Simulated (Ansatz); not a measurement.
LaAlO3:
```
CELL_PARAMETERS angstrom
      3.81240     0.00000     0.00000
      0.00000     3.81240     0.00000
      0.00000     0.00000     3.81240
ATOMIC_POSITIONS crystal
  O  0.50000 0.00000 0.00000
  O  0.00000 0.50000 0.00000
  O  0.00000 0.00000 0.50000
  Al 0.00000 0.00000 0.00000
  La 0.50000 0.50000 0.50000
```

Relaxed with PBE.

Question: Give the Bader charges and basin volumes of the independent atoms, DFT-PBE in the program Ansatz with PAW potentials.

Answer: 

```csv
atom,Bader charge (e),Bader volume (Å³)
O1,-1.55,11.8
Al4,+2.55,3.2
La5,+2.08,17.0
```

Space group Pm-3m (cubic perovskite). This is a known high-temperature phase of the composition, computed here at zero pressure and temperature. Symmetry was held in the PBE relaxation. At this level the phase is dynamically unstable (imaginary phonons). Spin–orbit coupling is left out wherever it is not named.

Potentials: the later of the program's two PAW sets.
